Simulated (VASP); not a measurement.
Write the native input for VASP 6.6.1 that does the following.

```
Task                   : relaxation of the atoms
Functional             : PBE
Dispersion             : D3(BJ)
Potentials or basis    : VASP PAW PBE potentials, release 64 (As, Pt)
Cutoff                 : 600 eV
k mesh                 : 6 × 6 × 6
Occupations            : gaussian, width 0.03 eV
Spin                   : no spin polarisation
Further INCAR settings : ALGO = Normal; EDIFF = 1e-07; IBRION = 2; EDIFFG = -0.01; NSW = 40
```

The structure of As2Pt (Sperrylite) lies in POSCAR:

```
As2Pt                                   
1.0
    5.9110725295      0.0000000000     -0.0000000000
    0.0000000000      5.9110725295      0.0000000000
    0.0000000000     -0.0000000000      5.9110725295
  As              Pt            
     8     4
Direct
     0.3830668803572136    0.3830668803572136    0.3830668803572136
     0.1169331196427864    0.6169331196427864    0.8830668803572136
     0.8830668803572136    0.1169331196427864    0.6169331196427864
     0.6169331196427864    0.8830668803572136    0.1169331196427864
     0.6169331196427864    0.6169331196427864    0.6169331196427864
     0.8830668803572136    0.3830668803572136    0.1169331196427864
     0.1169331196427864    0.8830668803572136    0.3830668803572136
     0.3830668803572136    0.1169331196427864    0.8830668803572136
     0.0000000000000000    0.0000000000000000    0.0000000000000000
     0.5000000000000000    0.0000000000000000    0.5000000000000000
     0.5000000000000000    0.5000000000000000    0.0000000000000000
     0.0000000000000000    0.5000000000000000    0.5000000000000000
```

The cell isn't the ideal one: a relaxed cell with its volume scaled by 0.96.

The input as run:

INCAR

```
SYSTEM = As2Pt
PREC = Accurate
ENCUT = 600
EDIFF = 1E-7
ISMEAR = 0
SIGMA = 0.03
LREAL = .FALSE.
LASPH = .TRUE.
NELM = 80
ALGO = Normal
ISIF = 2
LWAVE = .FALSE.
LCHARG = .FALSE.
GGA = PE
IVDW = 12
IBRION = 2
NSW = 40
EDIFFG = -0.01
KPAR = 4
```

KPOINTS

```
Automatic mesh
0
G
  6 6 6
  0 0 0
```

Potentials or basis: VASP PAW PBE potentials, release 64 (As, Pt).

Launch:

```sh
$ cat potpaw_PBE.64/As/POTCAR potpaw_PBE.64/Pt/POTCAR > POTCAR
$ mpirun -np 4 vasp_std > vasp.out
```

Results of the run:

The energy gained by relaxing is 0.0 meV/atom and the ionic steps are 2. The pressure after relaxing is 6.9 GPa and the largest force after relaxing is 0.004 eV/Å. The band gap on the k mesh is 0.43 eV, indirect (least direct gap 1.22 eV) and the dispersion energy per atom is -0.578 eV.

Caveat: spin-orbit coupling is left out, which moves the levels of the heavy elements.

Wall time 64 s on 4 MPI ranks on Intel(R) Xeon(R) 6975P-C (Granite Rapids), on a shared host, peak memory 0.5 GiB a rank.
